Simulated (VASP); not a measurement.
# SnSe (Pm-3m) in VASP: notebook

Aim: see how the results for SnSe move with the level of theory and the settings. Levels: PBEsol, HSE06. Tasks: single point.

All numbers are computed with VASP 6.6.1; they aren't measurements. Logs are shortened: lines on timing, memory, paths and dates and some standing lists are left out, and cuts for length are marked.

## Step 1: The crystal as given

The structure is cubic, space group Pm-3m (No. 221). The conventional cell has a = 3.665 Å, b = 3.665 Å, c = 3.665 Å, α = 90.00°, β = 90.00°, γ = 90.00°. Sn (site symmetry m-3m) has 8 Se at 3.17 Å as nearest neighbours. Se (site symmetry m-3m) is surrounded by 8 Sn at 3.17 Å.

The cell was built by a generator and needn't be a form met in nature.

## Step 2: Single point, PBEsol

Input file INCAR:

```
PREC     = Accurate       # precision mode
ENCUT    = 520            # plane-wave cutoff, eV
EDIFF    = 1E-6           # SCF threshold, eV
ISMEAR   = -1             # smearing method
SIGMA    = 0.02           # smearing width, eV
LREAL    = False          # projectors in reciprocal space
LASPH    = True           # aspherical terms in the spheres
NELM     = 100            # most SCF steps
ALGO     = Normal         # electronic algorithm
ISIF     = 2              # what is computed and relaxed
LWAVE    = False          # write WAVECAR
LCHARG   = False          # write CHGCAR
GGA      = PS             # functional
NBANDS   = 17             # bands
```

Input file KPOINTS:

```
regular mesh
0
Gamma
  6 6 6
```

Input file POSCAR:

```
SnSe
1.0
    3.6653564528      0.0000000000      0.0000000000
    0.0000000000      3.6653564528      0.0000000000
    0.0000000000      0.0000000000      3.6653564528
Sn Se
1 1
Direct
    0.0000000000      0.0000000000      0.0000000000
    0.5000000000      0.5000000000      0.5000000000
```

Potentials or basis: VASP PAW PBE potentials, release 64 (Sn_d, Se).

The run is started by

```sh
cat potpaw_PBE.64/Sn_d/POTCAR potpaw_PBE.64/Se/POTCAR > POTCAR
mpirun -np 1 vasp_std > vasp.out
```

OUTCAR:

```text
PREC = Accurate
   ENCUT = 520
   EDIFF = 1E-6
   ISMEAR = -1
   LREAL = False
   LASPH = True
   NELM = 100
   ISIF = 2
   GGA = PS

 ion  position               nearest neighbor table
   1  0.000  0.000  0.000-   2 3.17   2 3.17   2 3.17   2 3.17   2 3.17   2 3.17   2 3.17   2 3.17

   2  0.500  0.500  0.500-   1 3.17   1 3.17   1 3.17   1 3.17   1 3.17   1 3.17   1 3.17   1 3.17

  LATTYP: Found a simple cubic cell.
 ALAT       =     3.6653564528

  Lattice vectors:

 A1 = (   3.6653564528,   0.0000000000,   0.0000000000)
 A2 = (   0.0000000000,   3.6653564528,   0.0000000000)
 A3 = (   0.0000000000,   0.0000000000,   3.6653564528)

Analysis of symmetry for initial positions (statically):
=====================================================================
 Subroutine PRICEL returns:
 Original cell was already a primitive cell.

 Routine SETGRP: Setting up the symmetry group for a
 simple cubic supercell.

 Subroutine GETGRP returns: Found 48 space group operations
 (whereof 48 operations were pure point group operations)
 out of a pool of 48 trial point group operations.

The static configuration has the point symmetry O_h .

Analysis of symmetry for dynamics (positions and initial velocities):
=====================================================================
 Subroutine PRICEL returns:
 Original cell was already a primitive cell.

 Routine SETGRP: Setting up the symmetry group for a
 simple cubic supercell.

 Subroutine GETGRP returns: Found 48 space group operations
 (whereof 48 operations were pure point group operations)
 out of a pool of 48 trial point group operations.

The dynamic configuration has the point symmetry O_h .

 Subroutine INISYM returns: Found 48 space group operations
 (whereof 48 operations are pure point group operations),
 and found     1 'primitive' translations

----------------------------------------------------------------------------------------

                                     Primitive cell

  volume of cell :      49.2435

  direct lattice vectors                    reciprocal lattice vectors
     3.665356453  0.000000000  0.000000000     0.272824761  0.000000000  0.000000000
     0.000000000  3.665356453  0.000000000     0.000000000  0.272824761  0.000000000
     0.000000000  0.000000000  3.665356453     0.000000000  0.000000000  0.272824761

  length of vectors
     3.665356453  3.665356453  3.665356453     0.272824761  0.272824761  0.272824761

  position of ions in fractional coordinates (direct lattice)
     0.000000000  0.000000000  0.000000000
     0.500000000  0.500000000  0.500000000

  ion indices of the primitive-cell ions
   primitive index   ion index
                 1           1
                 2           2

----------------------------------------------------------------------------------------

 KPOINTS: regular mesh

Automatic generation of k-mesh.
 Grid dimensions read from file:
 generate k-points for:    6    6    6

 Generating k-lattice:

  Cartesian coordinates                     Fractional coordinates (reciprocal lattice)
     0.045470794  0.000000000  0.000000000     0.166666667  0.000000000  0.000000000
     0.000000000  0.045470794  0.000000000     0.000000000  0.166666667  0.000000000
     0.000000000  0.000000000  0.045470794     0.000000000  0.000000000  0.166666667

  Length of vectors
     0.045470794  0.045470794  0.045470794

  Shift w.r.t. Gamma in fractional coordinates (k-lattice)
     0.000000000  0.000000000  0.000000000

 Subroutine IBZKPT returns following result:
 ===========================================

 Found     20 irreducible k-points:

 Following reciprocal coordinates:
            Coordinates               Weight
  0.000000  0.000000  0.000000      1.000000
  0.166667  0.000000  0.000000      6.000000
  0.333333  0.000000  0.000000      6.000000
  0.500000  0.000000  0.000000      3.000000
  0.166667  0.166667  0.000000     12.000000
  0.333333  0.166667  0.000000     24.000000
[... 12 lines left out ...]
  0.500000  0.500000  0.333333      6.000000
  0.500000  0.500000  0.500000      1.000000
   k-points           NKPTS =     20   k-points in BZ     NKDIM =     20   number of bands    NBANDS=     17
   number of dos      NEDOS =    301   number of ions     NIONS =      2
   total plane-waves  NPLWV =  21952
   dimension x,y,z NGX =    28 NGY =   28 NGZ =   28
   dimension x,y,z NGXF=    56 NGYF=   56 NGZF=   56
   ions per type =               1   1
   NGX,Y,Z   is equivalent  to a cutoff of  12.70, 12.70, 12.70 a.u.
   NGXF,Y,Z  is equivalent  to a cutoff of  25.40, 25.40, 25.40 a.u.
 SYSTEM =  unknown system
   PREC   = accura    normal or accurate (medium, high low for compatibility)
   ISTART =      0    job   : 0-new  1-cont  2-samecut
   ICHARG =      2    charge: 1-file 2-atom 10-const
   ISPIN  =      1    spin polarized calculation?
   LNONCOLLINEAR =      F non collinear calculations
   LSORBIT =      F    spin-orbit coupling
   LASPH  =      T    aspherical Exc in radial PAW
   ENCUT  =  520.0 eV  38.22 Ry    6.18 a.u.   6.82  6.82  6.82*2*pi/ulx,y,z
   NELM   =    100;   NELMIN=  2; NELMDL= -5     # of ELM steps
   EDIFF  = 0.1E-05   stopping-criterion for ELM
   LREAL  =      F    real-space projection
   EDIFFG = 0.1E-04   stopping-criterion for IOM
   NSW    =      0    number of steps for IOM
   IBRION =     -1    ionic relax: 0-MD 1-quasi-New 2-CG
   NFREE  =      0    steps in history (QN), initial steepest desc. (CG)
   ISIF   =      2    stress and relaxation
   ISYM   =      2    0-nonsym 1-usesym 2-fastsym
   POTIM  = 0.5000    time-step for ionic-motion
   TEBEG  =    0.0;   TEEND  =   0.0 temperature during run
   PSTRESS=    0.0 pullay stress
   NELECT =      20.0000    total number of electrons
   NUPDOWN=      -1.0000    fix difference up-down
   EMIN   =  10.00;   EMAX   =-10.00  energy-range for DOS
   EFERMI =   0.00;   METHOD = LEGACY
   ISMEAR =    -1;   SIGMA  =   0.02  broadening in eV -4-tet -1-fermi 0-gaus
   EFERMI_NEDOS =   21; number of points for ismear=-14 and -15
   IALGO  =     38    algorithm
   IMIX   =      4    mixing-type and parameters
     AMIX     =   0.40;   BMIX     =  1.00
     AMIX_MAG =   1.60;   BMIX_MAG =  1.00
  volume/ion in A,a.u.               =      24.62       166.16
  Fermi-wavevector in a.u.,A,eV,Ry     =   1.212370  2.291048 19.998410  1.469842
  Thomas-Fermi vector in A             =   2.347856
   LORBIT       =      0    0 simple, 1 ext, 2 COOP (PROOUT), +10 PAW based schemes
   GGA     = PS    functional components
   LHFCALC =     F    Hartree Fock is set to
   AEXX    =    0.0000 exact exchange contribution
   IVDW    =     0    specifies the selected vdW correction
   LEPSILON=     F    determine dielectric tensor
   LRPA    =     F    only Hartree local field effects (RPA)
 non-spin polarized calculation
  energy-cutoff  :      520.00
  volume of cell :       49.24
 maximum number of plane-waves:      1357
 NGX is ok and might be reduce to    28
   NGX = 13   NGY = 13   NGZ = 13

 number of electron      19.9999988 magnetization

 Free energy of the ion-electron system (eV)
  ---------------------------------------------------
  ext. energy  EPLUGINS =         0.00000000
  ---------------------------------------------------
  free energy    TOTEN  =        -8.52982370 eV

  energy without entropy =       -8.52696007  energy(sigma->0) =       -8.52839189

 E-fermi :   6.1067     XC(G=0): -10.3801

 val. band max:        6.0876112554   @ k =   0.3333   0.1667   0.0000
 cond. band min:       6.3029500539   @ k =   0.5000   0.5000   0.3333
 fundamental gap:      0.2153387984
 Fermi energy:         6.1067130331

 k-point     1 :       0.0000    0.0000    0.0000
  band No.  band energies     occupation
      1     -15.2828      2.00000
      2     -15.2828      2.00000
      3     -15.2051      2.00000
      4     -15.2051      2.00000
      5     -15.2051      2.00000
      6      -7.5532      2.00000
[... 9 lines left out ...]
     16      18.7361      0.00000
     17      18.7361      0.00000

 k-point     2 :       0.1667    0.0000    0.0000
  band No.  band energies     occupation
      1     -15.2820      2.00000
      2     -15.2672      2.00000
      3     -15.2102      2.00000
      4     -15.2102      2.00000
      5     -15.2046      2.00000
      6      -7.3513      2.00000
[... 9 lines left out ...]
     16      17.6262      0.00000
     17      18.2726      0.00000

 k-point     3 :       0.3333    0.0000    0.0000
  band No.  band energies     occupation
      1     -15.2805      2.00000
      2     -15.2360      2.00000
      3     -15.2206      2.00000
      4     -15.2206      2.00000
      5     -15.2037      2.00000
      6      -6.8539      2.00000
[... 9 lines left out ...]
     16      15.9694      0.00000
     17      18.8012      0.00000

 k-point     4 :       0.5000    0.0000    0.0000
  band No.  band energies     occupation
      1     -15.2798      2.00000
      2     -15.2257      2.00000
      3     -15.2257      2.00000
      4     -15.2204      2.00000
      5     -15.2033      2.00000
      6      -6.5252      2.00000
[... 9 lines left out ...]
     16      19.6029      0.00000
     17      19.6813      0.00000
[... 263 lines left out ...]
      1     -15.2455      2.00000
      2     -15.2428      2.00000
      3     -15.2359      2.00000
      4     -15.2078      2.00000
      5     -15.1919      2.00000
      6      -5.6665      2.00000
[... 9 lines left out ...]
     16      18.0449      0.00000
     17      21.4962      0.00000

 k-point    19 :       0.5000    0.5000    0.3333
  band No.  band energies     occupation
      1     -15.2511      2.00000
      2     -15.2420      2.00000
      3     -15.2420      2.00000
      4     -15.1995      2.00000
      5     -15.1834      2.00000
      6      -5.5302      2.00000
[... 9 lines left out ...]
     16      19.0367      0.00000
     17      22.0557      0.00000

 k-point    20 :       0.5000    0.5000    0.5000
  band No.  band energies     occupation
      1     -15.2485      2.00000
      2     -15.2485      2.00000
      3     -15.2485      2.00000
      4     -15.1830      2.00000
      5     -15.1830      2.00000
      6      -5.4204      2.00000
[... 9 lines left out ...]
     16      20.1966      0.00000
     17      23.9809      0.00000

------------------------ aborting loop because EDIFF is reached ----------------------------------------

  FORCE on cell =-STRESS in cart. coord.  units (eV):
  Direction    XX          YY          ZZ          XY          YZ          ZX
  --------------------------------------------------------------------------------------
  -------------------------------------------------------------------------------------
  Total       -0.7606532     -0.7606532     -0.7606532     -0.0000000      0.0000000     -0.0000000
  in kB      -24.7484869    -24.7484869    -24.7484869     -0.0000000      0.0000000     -0.0000000
  external PRESSURE =     -24.7484869 kB  Pullay stress =       0.0000000 kB

 VOLUME and BASIS-vectors are now :
 -----------------------------------------------------------------------------
  energy-cutoff  :      520.00
  volume of cell :       49.24
      direct lattice vectors                 reciprocal lattice vectors
     3.665356453  0.000000000  0.000000000     0.272824761  0.000000000  0.000000000
     0.000000000  3.665356453  0.000000000     0.000000000  0.272824761  0.000000000
     0.000000000  0.000000000  3.665356453     0.000000000  0.000000000  0.272824761

 POSITION                                       TOTAL-FORCE (eV/Angst)
 -----------------------------------------------------------------------------------
      0.00000      0.00000      0.00000         0.000000      0.000000      0.000000
      1.83268      1.83268      1.83268         0.000000      0.000000      0.000000
 -----------------------------------------------------------------------------------
    total drift:                               -0.000000      0.000000     -0.000000

  FREE ENERGIE OF THE ION-ELECTRON SYSTEM (eV)
  ---------------------------------------------------
  free  energy   TOTEN  =        -8.5298237015 eV

  energy  without entropy=       -8.5269600686  energy(sigma->0) =       -8.52839189
```

Wall time 13 s (1 thread of Intel Xeon Platinum 8488C (Sapphire Rapids), shared host); peak memory 0.16 GiB.

What came out:

```
Free energy            : -8.5298 eV
Pressure               : -2.5 GPa
Band gap on the k mesh : none (metal or under the smearing width)
```

Caveat: the PAW data sets were made with another functional, which shifts forces and pressure a little.

## Step 3: Single point, HSE06

POSCAR is that of step 2.

Input file INCAR.step1:

```
  PREC = Accurate
  ENCUT = 520
  EDIFF = 1E-5
  ISMEAR = -1
  SIGMA = 0.02
  LREAL = False
  LASPH = True
  NELM = 100
  ALGO = Normal
  ISIF = 2
  LWAVE = True
  NBANDS = 17
  GGA = PE
```

Input file INCAR.step2:

```
  PREC = Accurate
  ENCUT = 520
  EDIFF = 1E-7
  ISMEAR = -1
  SIGMA = 0.02
  LREAL = False
  LASPH = True
  NELM = 100
  ALGO = Normal
  ISIF = 2
  LWAVE = False
  LCHARG = True
  GGA = PE
  LHFCALC = True
  HFSCREEN = 0.2079
  PRECFOCK = Normal
  LELF = True
  LVHAR = True
  NBANDS = 17
  ISTART = 1
```

Input file KPOINTS:

```
regular mesh
0
Gamma
  4 4 4
```

Potentials or basis: VASP PAW PBE potentials, release 64 (Sn_d, Se).

The run is started by

```sh
cat potpaw_PBE.64/Sn_d/POTCAR potpaw_PBE.64/Se/POTCAR > POTCAR
cp INCAR.step1 INCAR
mpirun -np 1 vasp_std > vasp.out
cp INCAR.step2 INCAR
mpirun -np 1 vasp_std > vasp.out
```

Wall time 13 min (1 thread of Intel Xeon Platinum 8488C (Sapphire Rapids), shared host); peak memory 0.27 GiB.

It converged, with:

- Free energy: -9.0981 eV
- Pressure: 0.1 GPa
- Band gap on the k mesh: none (metal or under the smearing width)

Levels at points of the mesh, in eV from the Fermi level:
```csv
k point,band 7,band 8,band 9,band 10,band 11,band 12,band 13,band 14
"(0.00, 0.00, 0.00)",-6.22,-2.25,-2.25,-2.25,4.83,4.83,6.90,6.90
"(0.50, 0.00, 0.00)",-9.45,-0.82,-0.82,0.19,0.56,3.53,3.53,6.99
"(0.50, 0.50, 0.00)",-6.79,-5.72,-5.72,-0.32,4.78,4.78,5.39,7.12
"(0.50, 0.50, 0.50)",-5.00,-3.48,-3.48,-3.48,-1.06,-1.06,-1.06,15.21
```

Caveat: the k mesh is coarse (spacing up to 0.43 Å⁻¹), so the values aren't converged, least of all with exact exchange; the PAW data sets were made with another functional, which shifts forces and pressure a little.
